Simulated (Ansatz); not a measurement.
# Ta (P6_3/mmc) in Ansatz: a series of runs

One crystal, Ta, is run at these levels: r2SCAN, PBE; tasks: single point, equation of state, phonons.

Everything below comes from runs of Ansatz 0.2.0. Logs are shortened: lines on timing, memory, paths and dates and some standing lists are left out, and cuts for length are marked.

## 1. Starting point

Symmetry: P6_3/mmc, No. 194, hexagonal system. Conventional cell: a = 2.900 Å, b = 2.900 Å, c = 5.166 Å, α = 90.00°, β = 90.00°, γ = 120.00°. Ta (site symmetry -6m2) is surrounded by 12 Ta at 2.90 to 3.08 Å.

This isn't the form of Ta at room conditions, which is bcc.

## 2. Single point, r2SCAN, 17.69 Å³/atom (volume scaled by 0.94)

File input.yaml:

```yaml
crystal:
  lattice:
    - [2.8411641924, 0.0, 0.0]
    - [-1.4205820962, 2.460520367, 0.0]
    - [0.0, 0.0, 5.0608102442]
  atoms:
    - { symbol: Ta, position: [0.3333333333, 0.6666666667, 0.25] }
    - { symbol: Ta, position: [0.6666666667, 0.3333333333, 0.75] }
hamiltonian:
  xc: r2scan
  pseudopotentials: { kind: paw }
kpoints:
  mp_grid: { grid: [11, 11, 5] }
scf:
  occupations: { method: fermi_dirac, width: 0.05 }
output:
  forces: true
  stress: true
  eigenvalues: true
```

Potentials or basis: Ansatz PAW.

Started as:

```bash
$ ansatz run input.yaml --threads 2 --pin off --max-ram 5632MiB --backend cpu --events-out ev --progress --plain --runs-dir out
```

Output:

```text
Warning: RAYON_NUM_THREADS=2 ignored (pool sized by the plan → 2); use --threads N
Engine: ansatz 0.2.0, x86_64-unknown-linux-gnu
Pseudopotentials: kind: paw
Pseudopotential: Ta, paw, valence charge 13, recommended cutoff 500 eV (meta_gga), Ta.paw.azcp
Functional definition: r2SCAN
  parameter k0 = 0.174
  parameter k1 = 0.065
  parameter a1 = 4.9479
  exchange = r2scan_x(k0 = k0, k1 = k1, a1 = a1)
  correlation = r2scan_c
Crystal: 2 atoms, lattice volume = 35.379 Å³
Basis set: ecut = 500 eV, 895 PW (Γ), exchange–correlation on 96×96×160 points (64 copies of the dense FFT grid, shifted against one another)
Bands: 17, of which v1, the nominal top of the filled ones, is band 13 counted from 1 (12 counted from 0)
Symmetry: 24 space group operations
Space group: P63/mmc (ITA 194), of the structure as read, at distance tolerance 3.3e-5 Å
k-points: 48 of 605
Non-local potential: Ta, projectors of the file, l = 0: 3, l = 1: 2, l = 2: 2, l = 3: 1
PAW form: soft (Blöchl's): semilocal exchange-correlation on the pseudo side does not see the compensation charge
PAW frozen core: Ta, regenerated for the run's functional (the file was generated under x = pbe(κ = 0.804, μ = 0.2195149727645171), c = pbe(β = 0.06672455060314922))
PAW one-centre angular grid: Ta, 590 points (default); XC on 160 Gauss nodes
Initial density: superposition of atomic densities (neutral atoms: chi_scale 0, normalization atom), corrected by the library's trained network
Initial wavefunctions: pseudopotential atomic-orbital guess
Functional: x = r2scan, c = r2scan; τ floored in thin density (d = 2e-4 eV/Å³)
SCF iter   1: F=—  HF=-19887.967677 eV  |F-HF|=—  |Δ(HF+E_count)|=         —  Δρ=8.94e-3  dr2=1.48e-2  dr2_τ=3.57e-2  ethr=1.77e-3  ⟨swp⟩=5.7  Hψ=4083  notcnv=0
preconditioner: auto → Kerker (q_TF=auto, 2.592 Å⁻¹)  [metal: Δε(μ)=0.042 eV  Ē_g=5.081 eV  σ=0.050 eV  W_gap=0.20  n_scr=10 (ndim 8)  ℏωp=19.7 eV  f_vac=0.000  D(μ)=2.01/eV (n_scr^D=22)]
SCF iter   2: F=—  HF=-19888.004375 eV  |F-HF|=—  |Δ(HF+E_count)|=   3.67e-2  Δρ=5.70e-3  dr2=6.00e-3  dr2_τ=5.52e-4  ethr=5.68e-5  ⟨swp⟩=2.0  Hψ=1631  notcnv=0
SCF iter   3: F=—  HF=-19888.005286 eV  |F-HF|=—  |Δ(HF+E_count)|=   9.10e-4  Δρ=7.23e-4  dr2=1.25e-4  dr2_τ=3.07e-5  ethr=2.31e-5  ⟨swp⟩=2.0  Hψ=1070  notcnv=0
SCF iter   4: F=—  HF=-19888.005323 eV  |F-HF|=—  |Δ(HF+E_count)|=   3.77e-5  Δρ=2.98e-4  dr2=2.19e-5  dr2_τ=1.34e-6  ethr=4.79e-7  ⟨swp⟩=2.6  Hψ=1373  notcnv=0
SCF iter   5: F=—  HF=-19888.005328 eV  |F-HF|=—  |Δ(HF+E_count)|=   4.41e-6  Δρ=6.28e-5  dr2=7.15e-7  dr2_τ=1.13e-7  ethr=8.44e-8  ⟨swp⟩=2.5  Hψ=1072  notcnv=0
SCF iter   6: F=-19888.005328 eV  HF=-19888.005328 eV  |F-HF|=4.56e-8  |Δ(HF+E_count)|=   5.12e-7  Δρ=1.71e-5  dr2=4.99e-8  dr2_τ=5.15e-9  ethr=3.85e-10  ⟨swp⟩=6.0  Hψ=3803  notcnv=0
SCF 1 converged in 6 iterations: F = -19888.005328 eV  dr2 = 4.99e-8
SCF converged after 6 iterations
Free energy (F): -19888.005328 eV
Harris-Foulkes:  -19888.005328 eV  (|F-HF|=4.56e-8)
Internal energy: -19887.988073 eV  (E = F + TS)
E sigma→0 (E₀):  -19887.996701 eV
Entropy (-TS):   -0.017255 eV (-8.628 meV/atom)
Fermi energy:    19.399051 eV
--- Per-component energies (eV) ---
  E_band       = -220.957625
  E_kinetic    = 736.569107
  E_local      = -1082.905561  (includes V_loc(G=0)·N_el)
  E_nonlocal   = 30.958636
  E_hartree    = 379.185764
  E_xc         = -409.511644
  E_vxc        = -445.206908  (∫ρ·V_xc dr)
  E_paw        = -16846.355370  (= ΣΔE_a)
  E_vpaw       = -241.299742  (= ΣTr[D̂ρ^β])
  E_aug_tail   = 0.000166  (compensation charges beyond the density's cutoff)
  E_vtau       = 22.556469  (kinetic-family band-sum trace: ∫τ·v_τ [+ j·A + Jᵃ·Aᵃ] dr)
  E_ewald      = -2694.416611
  E_core_change = -1.512561  (= ΣΔE_core)
  E_smearing   = -0.017255  (= −TS)
  E_closure    = 0.000000  (closes the sum)
  Σ components = -19888.005328   (vs F -19888.005328, Δ=0.00e0)
--- Forces (eV/Å), atoms counted from 1 ---
  atom   1  Ta    -0.00000000     0.00000000     0.00000000
  atom   2  Ta     0.00000000    -0.00000000    -0.00000000
  max |Σ_I F_I| component: 4.63e-18 eV/Å
--- Stress (GPa, compression-positive) ---
        9.027698       0.000000      -0.000000
        0.000000       9.027698       0.000000
       -0.000000       0.000000       9.713658
  P = ⅓ Tr σ = 9.2564 GPa (92.564 kbar)
--- Band table (eV; the first three rows and the last of 48) ---
  k-point 0: bands = ["-49.9164", "-49.8299", "-16.3705", "-15.3112", "-15.1827", "-15.1827", "-15.0804", "-15.0804", "10.5230", "14.0003", "18.6726", "19.1729", "20.0350", "20.0350", "20.6739", "20.6739", "22.7929"]
  k-point 1: bands = ["-49.9082", "-49.8382", "-16.2754", "-15.4191", "-15.1729", "-15.1729", "-15.0903", "-15.0903", "10.9062", "13.8300", "18.4739", "18.6340", "19.9964", "19.9964", "20.5227", "20.5227", "23.1552"]
  k-point 2: bands = ["-49.8867", "-49.8599", "-16.0208", "-15.6942", "-15.1475", "-15.1475", "-15.1159", "-15.1159", "11.9198", "13.1109", "18.0052", "18.0827", "20.0196", "20.0196", "20.2243", "20.2243", "23.9770"]
  k-point 47: bands = ["-49.7390", "-49.7363", "-16.2478", "-16.2183", "-15.9833", "-15.9192", "-15.5087", "-15.4801", "16.1582", "16.5511", "17.3930", "17.4209", "18.5024", "18.7592", "20.9138", "21.6754", "24.8631"]
```

Wall time 10 s (2 threads of Intel Xeon at 2.50GHz (Skylake/Cascade Lake), shared host); peak memory 0.43 GiB.

What came out:

| Property | Result |
| --- | --- |
| Free energy | -19888.0053 eV |
| Pressure | 9.3 GPa |
| Band gap on the k mesh | none (metal or under the smearing width) |

Caveat: the PAW data sets come from PBE, with cores solved anew for the run's functional, which leaves a small shift of forces and pressure.

## 3. Single point, r2SCAN, 18.07 Å³/atom (volume scaled by 0.96)

input.yaml, as its differences from that of step 2:

```diff
@@ -2,5 +2,5 @@
   lattice:
-    - [2.8411641924, 0.0, 0.0]
-    - [-1.4205820962, 2.460520367, 0.0]
-    - [0.0, 0.0, 5.0608102442]
+    - [2.8611730502, 0.0, 0.0]
+    - [-1.4305865251, 2.4778485461, 0.0]
+    - [0.0, 0.0, 5.0964509272]
   atoms:
@@ -19 +19,5 @@
   eigenvalues: true
+  write_density: true
+  write_potential: true
+  elf: true
+  volumetric_format: npy
```

Potentials or basis: Ansatz PAW.

Started as:

```bash
$ ansatz run input.yaml --threads 2 --pin off --max-ram 5632MiB --backend cpu --events-out ev --progress --plain --runs-dir out
```

Run time: 15 s. Hardware: 2 threads of Intel Xeon at 2.50GHz (Skylake/Cascade Lake), shared host; peak memory 0.43 GiB.

Results (log left out):

```
Free energy            : -19888.0376 eV
Pressure               : 4.5 GPa
Band gap on the k mesh : none (metal or under the smearing width)
```

Caveat: the PAW data sets come from PBE, with cores solved anew for the run's functional, which leaves a small shift of forces and pressure.

## 4. Single point, r2SCAN, 18.44 Å³/atom (volume scaled by 0.98)

input.yaml, as its differences from that of step 3:

```diff
@@ -2,5 +2,5 @@
   lattice:
-    - [2.8611730502, 0.0, 0.0]
-    - [-1.4305865251, 2.4778485461, 0.0]
-    - [0.0, 0.0, 5.0964509272]
+    - [2.8809059017, 0.0, 0.0]
+    - [-1.4404529508, 2.4949376968, 0.0]
+    - [0.0, 0.0, 5.1315999754]
   atoms:
```

Started as:

```bash
$ ansatz run input.yaml --threads 2 --pin off --max-ram 5632MiB --backend cpu --events-out ev --progress --plain --runs-dir out
```

It used 9.7 s of CPU time on 2 threads of Intel(R) Xeon(R) Processor @ 2.50GHz (Skylake/Cascade Lake), with other jobs on the host, which was overloaded at the time.

The run converged. Its results:

```
Free energy            : -19888.0487 eV
Pressure               : 0.3 GPa
Band gap on the k mesh : none (metal or under the smearing width)
```

Caveat: the PAW data sets come from PBE, with cores solved anew for the run's functional, which leaves a small shift of forces and pressure.

## 5. Single point, r2SCAN, 18.82 Å³/atom

input.yaml, as its differences from that of step 4:

```diff
@@ -2,5 +2,5 @@
   lattice:
-    - [2.8809059017, 0.0, 0.0]
-    - [-1.4404529508, 2.4949376968, 0.0]
-    - [0.0, 0.0, 5.1315999754]
+    - [2.9003720726, 0.0, 0.0]
+    - [-1.4501860363, 2.5117958953, 0.0]
+    - [0.0, 0.0, 5.166274]
   atoms:
```

Started as:

```bash
$ ansatz run input.yaml --threads 2 --pin off --max-ram 5632MiB --backend cpu --events-out ev --progress --plain --runs-dir out
```

It used 9.4 s of CPU time on 2 threads of Intel(R) Xeon(R) Processor @ 2.50GHz (Skylake/Cascade Lake), on a shared host, which was overloaded at the time.

Results (log left out):

* Free energy: -19888.0407 eV
* Pressure: -3.6 GPa
* Band gap on the k mesh: none (metal or under the smearing width)

Caveat: the PAW data sets come from PBE, with cores solved anew for the run's functional, which leaves a small shift of forces and pressure.

## 6. Single point, r2SCAN, 19.19 Å³/atom (volume scaled by 1.02)

input.yaml, as its differences from that of step 5:

```diff
@@ -2,5 +2,5 @@
   lattice:
-    - [2.9003720726, 0.0, 0.0]
-    - [-1.4501860363, 2.5117958953, 0.0]
-    - [0.0, 0.0, 5.166274]
+    - [2.9195803945, 0.0, 0.0]
+    - [-1.4597901972, 2.52843079, 0.0]
+    - [0.0, 0.0, 5.2004887322]
   atoms:
@@ -19,5 +19 @@
   eigenvalues: true
-  write_density: true
-  write_potential: true
-  elf: true
-  volumetric_format: npy
```

Potentials or basis: Ansatz PAW.

Started as:

```bash
$ ansatz run input.yaml --threads 2 --pin off --max-ram 5632MiB --backend cpu --events-out ev --progress --plain --runs-dir out
```

It used 7.5 s of CPU time on 2 threads of Intel(R) Xeon(R) Processor @ 2.50GHz (Skylake/Cascade Lake), on a shared host, which was overloaded at the time.

The run converged. Its results:

- Free energy: -19888.0154 eV
- Pressure: -7.1 GPa
- Band gap on the k mesh: none (metal or under the smearing width)

Caveat: the PAW data sets come from PBE, with cores solved anew for the run's functional, which leaves a small shift of forces and pressure.

## 7. Single point, r2SCAN, 19.57 Å³/atom (volume scaled by 1.04)

input.yaml, as its differences from that of step 6:

```diff
@@ -2,5 +2,5 @@
   lattice:
-    - [2.9195803945, 0.0, 0.0]
-    - [-1.4597901972, 2.52843079, 0.0]
-    - [0.0, 0.0, 5.2004887322]
+    - [2.9385392399, 0.0, 0.0]
+    - [-1.46926962, 2.5448496318, 0.0]
+    - [0.0, 0.0, 5.2342590858]
   atoms:
```

Started as:

```bash
$ ansatz run input.yaml --threads 2 --pin off --max-ram 5632MiB --backend cpu --events-out ev --progress --plain --runs-dir out
```

It took 13 s on 2 threads of Intel Xeon at 2.50GHz (Skylake/Cascade Lake), shared host; peak memory 0.44 GiB.

It converged, with:

```
Free energy            : -19887.9743 eV
Pressure               : -10.3 GPa
Band gap on the k mesh : none (metal or under the smearing width)
```

Caveat: the PAW data sets come from PBE, with cores solved anew for the run's functional, which leaves a small shift of forces and pressure.

## 8. Single point, r2SCAN, 19.95 Å³/atom (volume scaled by 1.06)

input.yaml, as its differences from that of step 7:

```diff
@@ -2,5 +2,5 @@
   lattice:
-    - [2.9385392399, 0.0, 0.0]
-    - [-1.46926962, 2.5448496318, 0.0]
-    - [0.0, 0.0, 5.2342590858]
+    - [2.957256555, 0.0, 0.0]
+    - [-1.4786282775, 2.5610593022, 0.0]
+    - [0.0, 0.0, 5.2675992145]
   atoms:
```

Started as:

```bash
$ ansatz run input.yaml --threads 2 --pin off --max-ram 5632MiB --backend cpu --events-out ev --progress --plain --runs-dir out
```

It used 7.6 s of CPU time on 2 threads of Intel(R) Xeon(R) Processor @ 2.50GHz (Skylake/Cascade Lake), on a shared host, which was overloaded at the time.

It converged, with:

```
Free energy            : -19887.9189 eV
Pressure               : -13.2 GPa
Band gap on the k mesh : none (metal or under the smearing width)
```

Caveat: the PAW data sets come from PBE, with cores solved anew for the run's functional, which leaves a small shift of forces and pressure.

## 9. Equation of state, r2SCAN

Potentials or basis: Ansatz PAW.

This step only gathers the single runs of the series.

Results:

```yaml
Equilibrium_volume: 18.47 Å³/atom
Bulk_modulus_at_fixed_shape_and_positions: 198 GPa
Pressure_derivative_of_the_bulk_modulus: 3.8
```

Energy against volume, from the lowest point:
| volume (Å³/atom) | energy (meV/atom) |
| --- | --- |
| 17.689 | 21.69 |
| 18.066 | 5.57 |
| 18.442 | 0.00 |
| 18.819 | 4.00 |
| 19.195 | 16.66 |
| 19.571 | 37.21 |
| 19.948 | 64.90 |

Caveat: the cell was scaled at fixed shape and fractional positions, which overstates the stiffness of a crystal with free parameters, most of all of layers and chains; the PAW data sets were made with another functional, which shifts forces and pressure a little. Spin-orbit coupling is left out, which matters for the levels of Ta.

(Part 1 of 2 ends here.)
